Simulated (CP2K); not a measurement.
Crystal: InP.

```xyz
2
Lattice="4.1444 0.0000 0.0000 2.0722 3.5891 0.0000 2.0722 1.1964 3.3838" Properties=species:S:1:pos:R:3 pbc="T T T"
In    0.0000    0.0000    0.0000
P     6.2165    3.5891    2.5379
```

Base run:

```yaml
Program: CP2K 2026.2
Functional: TPSS
Potentials_or_basis: POTENTIAL_UZH In GTH-PBE-q13, P GTH-PBE-q5; TZVP-MOLOPT-PBE-GTH basis
Density_cutoff: 9184 eV
k_mesh: 8 × 8 × 8
Occupations: fermi-dirac, width 0.05 eV
Spin: no spin polarisation
```

Its results: band gap on the k mesh 0.73 eV, direct; pressure 3.3 GPa.

**Question.** The run is repeated on the same cell with these changes: functional from TPSS to LDA. What comes out?

**Answer.** Band gap on the k mesh 0.51 eV, direct; pressure 0.5 GPa.

TPSS gives the wider gap, since meta-GGAs in the generalised Kohn-Sham scheme recover part of the derivative discontinuity.

Caveats: the potentials were made for another functional, which shifts forces and pressure; spin-orbit coupling is left out, which moves the levels of the heavy elements; the basis of atomic orbitals isn't converged, which shifts pressures, moduli and gaps.
